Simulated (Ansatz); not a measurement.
Computed with Ansatz on PBE0-D4/def2-TZVP structures; ΔE is electronic, products minus reactants. CCSD(T)/CBS is the MP2 limit (def2-TZVPP, def2-QZVPP) plus CCSD(T) − MP2 in def2-TZVPP, frozen cores. DFT in def2-TZVPP. For Br outer-core shells are correlated without core-valence functions, which leaves a few kJ/mol of doubt a bond. Scalar relativity is left out up to krypton. One conformer a species, not always the lowest.

Consider the formal exchange of groups at a C–C bond: `CC/C=C/CC` + `N[SiH](O)Br` → `CC[Si](N)(O)Br` + `C=CCC`.

| level | ΔE (eV) |
| --- | --- |
| PBE0-D4 | -0.35 |
| ωB97X-V | -0.34 |
| r2SCAN | -0.35 |
| MP2/def2-TZVPP | -0.34 |
| SCS-MP2/def2-TZVPP | -0.31 |
| HF/def2-QZVPP | -0.26 |
| MP2/def2-QZVPP | -0.35 |
| CCSD/CBS(def2) | -0.34 |

(1) What does CCSD(T)/CBS give? (An estimate is asked.)

Largest T1 diagnostic among the species: 0.010.

Results:

(1) The calculation gave: -0.35 eV. The listed levels differ from it by 0.00, 0.01, 0.00, 0.01, 0.04, 0.09, 0.00, 0.01 eV.

In def2-TZVPP, CCSD(T) changes the Hartree–Fock value by −0.08 eV (the triples alone add −0.01 eV) and MP2 by −0.07 eV. The D4 term adds −0.07 eV with B3LYP and −0.04 eV with PBE0; it sums over pairs of atoms, weighted by their polarisabilities, and B3LYP, whose exchange is more repulsive, gets the larger term.

B3LYP here is the variant with VWN-RPA as its local correlation; programs differ in this.

CCSD(T)/CBS has its own doubt, a few kJ/mol and more with outer-core shells, so smaller differences from it don't rank the levels.
